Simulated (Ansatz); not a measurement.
# HfO2 (Pnma) in Ansatz: notebook

One crystal, HfO2, is run at these levels: RPBE, revPBE, BLYP; tasks: band structure.

All numbers are computed with Ansatz 0.2.0; they aren't measurements. Logs are shortened: lines on timing, memory, paths and dates and some standing lists are left out, and cuts for length are marked.

## 1. Starting point

Symmetry: Pnma, No. 62, orthorhombic system. Conventional cell: a = 5.556 Å, b = 3.334 Å, c = 6.505 Å, α = 90.00°, β = 90.00°, γ = 90.00°. Hf (site symmetry m) is surrounded by 7 O at 2.14 to 2.27 Å. O (site symmetry m) has 4 Hf at 2.14 to 2.17 Å as nearest neighbours. O (site symmetry m) is surrounded by 3 Hf at 2.16 to 2.27 Å.

Measurements of this composition are mostly on another form, of space group No. 14.

## 2. Band structure, RPBE

File input.yaml:

```yaml
crystal:
  lattice:
    - [5.556395, 0.0, 0.0]
    - [0.0, 3.333597, 0.0]
    - [0.0, 0.0, 6.504995]
  atoms:
    - { symbol: Hf, position: [0.748682, 0.75, 0.607871] }
    - { symbol: Hf, position: [0.251318, 0.25, 0.392129] }
    - { symbol: Hf, position: [0.248682, 0.75, 0.892129] }
    - { symbol: Hf, position: [0.751318, 0.25, 0.107871] }
    - { symbol: O, position: [0.639499, 0.25, 0.4234] }
    - { symbol: O, position: [0.360501, 0.75, 0.5766] }
    - { symbol: O, position: [0.139499, 0.25, 0.0766] }
    - { symbol: O, position: [0.860501, 0.75, 0.9234] }
    - { symbol: O, position: [0.520794, 0.25, 0.841453] }
    - { symbol: O, position: [0.479206, 0.75, 0.158547] }
    - { symbol: O, position: [0.020794, 0.25, 0.658547] }
    - { symbol: O, position: [0.979206, 0.75, 0.341453] }
hamiltonian:
  xc: rpbe
  pseudopotentials: { kind: paw }
kpoints:
  mp_grid: { grid: [4, 6, 3] }
  band_path:
    path:
      - [[0.0, 0.0, 0.0], [0.0, -0.5, 0.0], [-0.5, -0.5, 0.0], [-0.5, 0.0, 0.0], [0.0, 0.0, 0.0], [0.0, 0.0, -0.5], [0.0, -0.5, -0.5], [-0.5, -0.5, -0.5], [-0.5, 0.0, -0.5], [0.0, 0.0, -0.5]]
      - [[-0.5, 0.0, 0.0], [-0.5, 0.0, -0.5]]
      - [[0.0, -0.5, -0.5], [0.0, -0.5, 0.0]]
      - [[-0.5, -0.5, 0.0], [-0.5, -0.5, -0.5]]
    npoints: 10
scf:
  occupations: { method: fermi_dirac, width: 0.05 }
  n_extra_bands: 30
output:
  forces: true
  stress: true
  eigenvalues: true
  fatbands: false
```

Potentials or basis: Ansatz PAW.

The run is started by

```
$ ansatz run input.yaml --threads 4 --pin off --max-ram 11264MiB --backend cpu --events-out ev --progress --plain --runs-dir out
```

The log of the run:

```text
Warning: RAYON_NUM_THREADS=4 ignored (pool sized by the plan → 4); use --threads N
scf.n_extra_bands = 30 over 76 filled bands (N_el = 152.0): the run solves 106 bands
Engine: ansatz 0.2.0, aarch64-unknown-linux-gnu
Pseudopotentials: kind: paw
Pseudopotential: Hf, paw, valence charge 26, recommended cutoff 420 eV (normal), Hf.paw.azcp
Pseudopotential: O, paw, valence charge 6, recommended cutoff 420 eV (normal), O.paw.azcp
Functional definition: RPBE
  parameter kappa = 0.804
  parameter beta = 0.06672455060314922
  exchange = rpbe_x(kappa = kappa, mu = beta*pi^2/3)
  correlation = pbe_c(beta = beta)
Crystal: 12 atoms, lattice volume = 120.491 Å³
Basis set: ecut = 420 eV, 2361 PW (Γ), exchange–correlation on 80×48×90 points (8 copies of the dense FFT grid, shifted against one another)
Bands: 106, of which v1, the nominal top of the filled ones, is band 76 counted from 1 (75 counted from 0)
Symmetry: 8 space group operations
Space group: Pnma (ITA 62), of the structure as read, at distance tolerance 4.9e-5 Å
k-points: 24 of 72
Non-local potential: Hf, projectors of the file, l = 0: 3, l = 1: 2, l = 2: 2, l = 3: 3
Non-local potential: O, projectors of the file, l = 0: 2, l = 1: 2, l = 2: 1
PAW form: soft (Blöchl's): semilocal exchange-correlation on the pseudo side does not see the compensation charge
PAW frozen core: Hf, regenerated for the run's functional, and the local potential with it (the file was generated under x = pbe(κ = 0.804, μ = 0.2195149727645171), c = pbe(β = 0.06672455060314922))
PAW frozen core: O, regenerated for the run's functional, and the local potential with it (the file was generated under x = pbe(κ = 0.804, μ = 0.2195149727645171), c = pbe(β = 0.06672455060314922))
PAW one-centre angular grid: Hf, 590 points (default); XC on 64 Gauss nodes
PAW one-centre angular grid: O, 110 points (default); XC on 64 Gauss nodes
Initial density: superposition of atomic densities (neutral atoms: chi_scale 0, normalization atom), corrected by the library's trained network
Initial wavefunctions: pseudopotential atomic-orbital guess
Functional: x = rpbe, c = pbe(β = 0.06672455060314922)
SCF iter   1: F=—  HF=-67507.832574 eV  |F-HF|=—  |Δ(HF+E_count)|=         —  Δρ=5.36e-3  dr2=2.89e-2  ethr=1.77e-3  ⟨swp⟩=5.1  Hψ=8374  notcnv=0  defer=181
preconditioner: auto → Resta (q_TF=auto, 2.836 Å⁻¹)  ε∞=4.6  [insulator: Δε(μ)=3.518 eV  Ē_g=21.318 eV  σ=0.050 eV  W_gap=1.00  n_scr=42 (ndim 8)  ℏωp=40.6 eV  f_vac=0.000  D(μ)=0.00/eV (n_scr^D=0)  ε∞_Penn≈4.6]
SCF iter   2: F=—  HF=-67507.832324 eV  |F-HF|=—  |Δ(HF+E_count)|=   2.50e-4  Δρ=2.99e-3  dr2=9.37e-3  ethr=1.90e-5  ⟨swp⟩=2.0  Hψ=3372  notcnv=0  defer=381
SCF iter   3: F=—  HF=-67507.832734 eV  |F-HF|=—  |Δ(HF+E_count)|=   4.10e-4  Δρ=6.38e-4  dr2=4.04e-4  ethr=6.16e-6  ⟨swp⟩=2.0  Hψ=3466  notcnv=0  defer=381
SCF iter   4: F=—  HF=-67507.832232 eV  |F-HF|=—  |Δ(HF+E_count)|=   5.02e-4  Δρ=3.08e-4  dr2=1.06e-4  ethr=2.66e-7  ⟨swp⟩=2.1  Hψ=3811  notcnv=0  defer=381
SCF iter   5: F=—  HF=-67507.832258 eV  |F-HF|=—  |Δ(HF+E_count)|=   2.58e-5  Δρ=8.40e-5  dr2=6.67e-6  ethr=6.95e-8  ⟨swp⟩=2.0  Hψ=3240  notcnv=0  defer=381
SCF iter   6: F=—  HF=-67507.832085 eV  |F-HF|=—  |Δ(HF+E_count)|=   1.73e-4  Δρ=1.83e-5  dr2=2.36e-7  ethr=4.39e-9  ⟨swp⟩=2.0  Hψ=3755  notcnv=0  defer=381
SCF iter   7: F=-67507.832085 eV  HF=-67507.832086 eV  |F-HF|=1.62e-8  |Δ(HF+E_count)|=   3.17e-7  Δρ=6.74e-6  dr2=3.59e-8  ethr=6.58e-11  ⟨swp⟩=10.5  Hψ=12836  notcnv=0
SCF 1 converged in 7 iterations: F = -67507.832085 eV  dr2 = 3.59e-8
NSCF: frozen V_eff on 124 k-points
SCF converged after 7 iterations
Free energy (F): -67507.832085 eV
Harris-Foulkes:  -67507.832086 eV  (|F-HF|=1.62e-8)
Internal energy: -67507.832085 eV  (E = F + TS)
E sigma→0 (E₀):  -67507.832085 eV
Fermi energy:    19.349236 eV
--- Per-component energies (eV) ---
  E_band       = 479.420859
  E_kinetic    = 3095.865054
  E_local      = -21247.485986  (includes V_loc(G=0)·N_el)
  E_nonlocal   = -4602.589672
  E_hartree    = 9814.510303
  E_xc         = -1797.951765
  E_vxc        = -1823.853246  (∫ρ·V_xc dr)
  E_paw        = -29030.496182  (= ΣΔE_a)
  E_vpaw       = 5428.452957  (= ΣTr[D̂ρ^β])
  E_aug_tail   = 0.019699  (compensation charges beyond the density's cutoff)
  E_ewald      = -23738.792418
  E_core_change = -0.911118  (= ΣΔE_core)
  E_smearing   = -0.000000  (= −TS)
  E_closure    = -0.000000  (closes the sum)
  Σ components = -67507.832085   (vs F -67507.832085, Δ=0.00e0)
--- Forces (eV/Å), atoms counted from 1 ---
  atom   1  Hf     0.02057807     0.00000000     0.07213963
  atom   2  Hf    -0.02057807     0.00000000    -0.07213963
  atom   3  Hf     0.02057807    -0.00000000    -0.07213963
  atom   4  Hf    -0.02057807    -0.00000000     0.07213963
  atom   5  O      0.01404058     0.00000000    -0.01637069
  atom   6  O     -0.01404058     0.00000000     0.01637069
  atom   7  O      0.01404058     0.00000000     0.01637069
  atom   8  O     -0.01404058     0.00000000    -0.01637069
  atom   9  O      0.01998820     0.00000000    -0.10205616
  atom  10  O     -0.01998820     0.00000000     0.10205616
  atom  11  O      0.01998820     0.00000000     0.10205616
  atom  12  O     -0.01998820     0.00000000    -0.10205616
  max |Σ_I F_I| component: 2.78e-17 eV/Å
--- Stress (GPa, compression-positive) ---
        8.778064       0.000000       0.000000
        0.000000       8.925165       0.000000
        0.000000       0.000000       8.981078
  P = ⅓ Tr σ = 8.8948 GPa (88.948 kbar)
--- Band table (eV; the first three rows and the last of 24) ---
  k-point 0: bands = ["-43.2218", "-43.2035", "-43.2031", "-43.1990", "-12.2869", "-12.1421", "-12.0830", "-11.9767", "-11.9004", "-11.8459", "-11.8259", "-11.7552", "-11.7484", "-11.7343", "-11.7252", "-11.7055", "-1.3123", "0.3075", "0.3154", "0.8324", "1.1507", "1.1682", "1.2292", "1.4130", "6.8884", "6.9056", "6.9097", "6.9135", "6.9171", "6.9173", "6.9202", "6.9233", "6.9249", "6.9254", "6.9264", "6.9326", "6.9343", "6.9346", "6.9388", "6.9424", "6.9426", "6.9458", "6.9548", "6.9578", "6.9607", "6.9653", "6.9670", "6.9684", "6.9736", "6.9843", "6.9976", "6.9991", "12.4034", "12.4828", "12.9362", "13.0748", "13.2010", "13.6364", "13.6381", "13.6946", "14.0088", "14.2055", "14.2415", "14.4397", "14.9811", "15.1524", "15.1567", "15.6389", "15.7465", "16.0251", "16.3254", "16.7387", "16.7683", "17.2324", "17.5153", "17.5632", "21.0829", "21.9947", "22.0829", "22.6256", "23.2703", "23.4302", "23.5166", "24.1787", "24.2969", "24.3603", "24.4988", "24.6798", "24.7294", "25.1905", "25.2472", "25.4490", "25.7228", "25.8780", "26.9281", "27.0813", "27.2237", "28.3281", "29.9081", "30.5477", "31.4897", "32.6457", "33.3973", "34.1057", "34.3848", "34.6764"]
[... 3 lines left out ...]
```

Wall time 19 s (4 threads of Arm Neoverse V2, shared host); peak memory 1 GiB.

Results:

- Free energy: -67507.8321 eV
- Pressure: 8.9 GPa
- Largest force: 0.104 eV/Å
- Band gap on the k mesh: 3.52 eV, direct
- Band gap along the path: 3.52 eV, direct

Forces in eV/Å, atoms in the order of the input:
```
Hf   0.021  0.000  0.072
Hf  -0.021  0.000 -0.072
Hf   0.021  0.000 -0.072
Hf  -0.021  0.000  0.072
O    0.014  0.000 -0.016
O   -0.014  0.000  0.016
O    0.014  0.000  0.016
O   -0.014  0.000 -0.016
O    0.020  0.000 -0.102
O   -0.020  0.000  0.102
O    0.020  0.000  0.102
O   -0.020  0.000 -0.102
```

Stress tensor (GPa, compression positive):
```
8.78 0.00 0.00
0.00 8.93 0.00
0.00 0.00 8.98
```

Levels at the corners of the path, in eV from the valence-band top:
```csv
point,band 74,band 75,band 76,band 77,band 78,band 79
Γ,-0.33,-0.05,0.00,3.52,4.43,4.52
X,-0.77,-0.68,-0.68,5.22,5.22,6.03
S,-0.71,-0.71,-0.71,5.73,5.73,5.73
Y,-0.79,-0.33,-0.33,4.34,4.34,5.57
Γ,-0.33,-0.05,0.00,3.52,4.43,4.52
Z,-0.55,-0.39,-0.39,4.36,4.36,5.10
U,-0.88,-0.77,-0.77,5.17,5.17,6.25
R,-0.71,-0.71,-0.71,5.89,5.89,5.89
T,-0.84,-0.40,-0.40,5.15,5.15,5.18
Z,-0.55,-0.39,-0.39,4.36,4.36,5.10
Y,-0.79,-0.33,-0.33,4.34,4.34,5.57
T,-0.84,-0.40,-0.40,5.15,5.15,5.18
U,-0.88,-0.77,-0.77,5.17,5.17,6.25
X,-0.77,-0.68,-0.68,5.22,5.22,6.03
S,-0.71,-0.71,-0.71,5.73,5.73,5.73
R,-0.71,-0.71,-0.71,5.89,5.89,5.89
```

Caveat: the pressure holds a Pulay correction of +0.8 GPa for the finite cutoff; spin-orbit coupling is left out, which moves the levels of the heavy elements; the PAW data sets come from PBE, with cores solved anew for the run's functional, which leaves a small shift of forces and pressure. RPBE gaps usually lie below the measured ones, often by a third to a half.

## 3. Band structure, revPBE

Edit input.yaml of step 2 so:

```diff
@@ -19,3 +19,3 @@
 hamiltonian:
-  xc: rpbe
+  xc: revpbe
   pseudopotentials: { kind: paw }
@@ -37,2 +37,2 @@
   eigenvalues: true
-  fatbands: false
+  fatbands: true
```

Potentials or basis: Ansatz PAW.

The run is started by

```
$ ansatz run input.yaml --threads 4 --pin off --max-ram 11264MiB --backend cpu --events-out ev --progress --plain --runs-dir out
```

Run time: 31 s. Hardware: 4 threads of Arm Neoverse V2, shared host; peak memory 1 GiB.

Results (log left out):

```
Free energy             : -67489.8426 eV
Pressure                : 7.4 GPa
Largest force           : 0.092 eV/Å
Band gap on the k mesh  : 3.50 eV, direct
Band gap along the path : 3.50 eV, direct
```

Forces on the atoms (eV/Å):
```
Hf   0.017  0.000  0.068
Hf  -0.017  0.000 -0.068
Hf   0.017  0.000 -0.068
Hf  -0.017  0.000  0.068
O    0.012  0.000 -0.015
O   -0.012  0.000  0.015
O    0.012  0.000  0.015
O   -0.012  0.000 -0.015
O    0.018  0.000 -0.090
O   -0.018  0.000  0.090
O    0.018  0.000  0.090
O   -0.018  0.000 -0.090
```

Stress tensor (GPa, compression positive):
```
7.25 0.00 0.00
0.00 7.36 0.00
0.00 0.00 7.43
```

Levels at the corners of the path, in eV from the valence-band top:
| point | band 72 | band 73 | band 74 | band 75 | band 76 | band 77 | band 78 | band 79 | band 80 | band 81 |
| --- | --- | --- | --- | --- | --- | --- | --- | --- | --- | --- |
| Γ | -0.83 | -0.80 | -0.33 | -0.05 | 0.00 | 3.50 | 4.41 | 4.50 | 5.05 | 5.69 |
| X | -1.48 | -0.77 | -0.77 | -0.68 | -0.68 | 5.20 | 5.20 | 6.02 | 6.02 | 6.09 |
| S | -1.20 | -0.71 | -0.71 | -0.71 | -0.71 | 5.72 | 5.72 | 5.72 | 5.72 | 6.72 |
| Y | -0.92 | -0.79 | -0.79 | -0.33 | -0.33 | 4.33 | 4.33 | 5.55 | 5.55 | 5.69 |
| Γ | -0.83 | -0.80 | -0.33 | -0.05 | 0.00 | 3.50 | 4.41 | 4.50 | 5.05 | 5.69 |
| Z | -1.28 | -0.55 | -0.55 | -0.39 | -0.39 | 4.34 | 4.34 | 5.09 | 5.09 | 5.34 |
| U | -1.08 | -0.88 | -0.88 | -0.77 | -0.77 | 5.15 | 5.15 | 6.23 | 6.23 | 6.30 |
| R | -1.24 | -0.71 | -0.71 | -0.71 | -0.71 | 5.87 | 5.87 | 5.87 | 5.87 | 6.31 |
| T | -0.97 | -0.84 | -0.84 | -0.40 | -0.40 | 5.14 | 5.14 | 5.17 | 5.17 | 5.54 |
| Z | -1.28 | -0.55 | -0.55 | -0.39 | -0.39 | 4.34 | 4.34 | 5.09 | 5.09 | 5.34 |
| Y | -0.92 | -0.79 | -0.79 | -0.33 | -0.33 | 4.33 | 4.33 | 5.55 | 5.55 | 5.69 |
| T | -0.97 | -0.84 | -0.84 | -0.40 | -0.40 | 5.14 | 5.14 | 5.17 | 5.17 | 5.54 |
| U | -1.08 | -0.88 | -0.88 | -0.77 | -0.77 | 5.15 | 5.15 | 6.23 | 6.23 | 6.30 |
| X | -1.48 | -0.77 | -0.77 | -0.68 | -0.68 | 5.20 | 5.20 | 6.02 | 6.02 | 6.09 |
| S | -1.20 | -0.71 | -0.71 | -0.71 | -0.71 | 5.72 | 5.72 | 5.72 | 5.72 | 6.72 |
| R | -1.24 | -0.71 | -0.71 | -0.71 | -0.71 | 5.87 | 5.87 | 5.87 | 5.87 | 6.31 |

Caveat: the pressure holds a Pulay correction of +0.9 GPa for the finite cutoff; spin-orbit coupling is left out, which moves the levels of the heavy elements; the PAW data sets come from PBE, with cores solved anew for the run's functional, which leaves a small shift of forces and pressure. As with any semilocal functional, this revPBE gap is likely too small.

## 4. Band structure, BLYP

Edit input.yaml of step 3 so:

```diff
@@ -19,3 +19,3 @@
 hamiltonian:
-  xc: revpbe
+  xc: blyp
   pseudopotentials: { kind: paw }
@@ -37,2 +37,2 @@
   eigenvalues: true
-  fatbands: true
+  fatbands: false
```

The run is started by

```
$ ansatz run input.yaml --threads 4 --pin off --max-ram 11264MiB --backend cpu --events-out ev --progress --plain --runs-dir out
```

Run time: 19 s. Hardware: 4 threads of Arm Neoverse V2, shared host; peak memory 1 GiB.

It converged, with:

| Property | Result |
| --- | --- |
| Free energy | -67556.0083 eV |
| Pressure | 11.1 GPa |
| Largest force | 0.096 eV/Å |
| Band gap on the k mesh | 3.57 eV, direct |
| Band gap along the path | 3.57 eV, direct |

Forces on the atoms (eV/Å):
```
Hf   0.003  0.000  0.096
Hf  -0.003  0.000 -0.096
Hf   0.003  0.000 -0.096
Hf  -0.003  0.000  0.096
O    0.007  0.000 -0.031
O   -0.007  0.000  0.031
O    0.007  0.000  0.031
O   -0.007  0.000 -0.031
O    0.027  0.000 -0.084
O   -0.027  0.000  0.084
O    0.027  0.000  0.084
O   -0.027  0.000 -0.084
```

Stress tensor (GPa, compression positive):
```
11.14  0.00  0.00
 0.00 10.97  0.00
 0.00  0.00 11.11
```

Levels at the corners of the path, in eV from the valence-band top:
```
point  band 74  band 75  band 76  band 77  band 78  band 79
    Γ    -0.33    -0.05     0.00     3.57     4.48     4.56
    X    -0.75    -0.68    -0.68     5.19     5.19     6.03
    S    -0.70    -0.70    -0.70     5.70     5.70     5.70
    Y    -0.78    -0.32    -0.32     4.36     4.36     5.51
    Γ    -0.33    -0.05     0.00     3.57     4.48     4.56
    Z    -0.54    -0.39    -0.39     4.40     4.40     5.12
    U    -0.87    -0.76    -0.76     5.14     5.14     6.22
    R    -0.70    -0.70    -0.70     5.85     5.85     5.85
    T    -0.82    -0.39    -0.39     5.15     5.15     5.18
    Z    -0.54    -0.39    -0.39     4.40     4.40     5.12
    Y    -0.78    -0.32    -0.32     4.36     4.36     5.51
    T    -0.82    -0.39    -0.39     5.15     5.15     5.18
    U    -0.87    -0.76    -0.76     5.14     5.14     6.22
    X    -0.75    -0.68    -0.68     5.19     5.19     6.03
    S    -0.70    -0.70    -0.70     5.70     5.70     5.70
    R    -0.70    -0.70    -0.70     5.85     5.85     5.85
```

Caveat: the pressure holds a Pulay correction of +1.1 GPa for the finite cutoff; spin-orbit coupling is left out, which moves the levels of the heavy elements; the PAW data sets come from PBE, with cores solved anew for the run's functional, which leaves a small shift of forces and pressure. Expect the measured gap to be larger: semilocal functionals such as BLYP lack the derivative discontinuity.

## 5. The runs side by side

| level | gap on the mesh (eV) | pressure (GPa) | largest force (eV/Å) |
| --- | --- | --- | --- |
| RPBE | 3.52 | 8.9 | 0.10 |
| revPBE | 3.50 | 7.4 | 0.09 |
| BLYP | 3.57 | 11.1 | 0.10 |

Alike in all rows: task band structure; potentials or basis Ansatz PAW; no spin polarisation; cell as given; k mesh 4 × 6 × 3; cutoff (eV) 420; smearing fermi-dirac 0.05 eV.

On the cell as given the gap runs from 3.50 eV (revPBE) to 3.57 eV (BLYP). The pressure there spans 7.4 GPa (revPBE) to 11.1 GPa (BLYP); a positive pressure means that this level wants a larger cell, a negative one a smaller.

Caveats: spin-orbit coupling is left out, which moves the levels of the heavy elements; the PAW data sets come from PBE, with cores solved anew for the run's functional, which leaves a small shift of forces and pressure.

Total energies depend on the potentials used, so only differences within one code and one set of settings carry meaning.
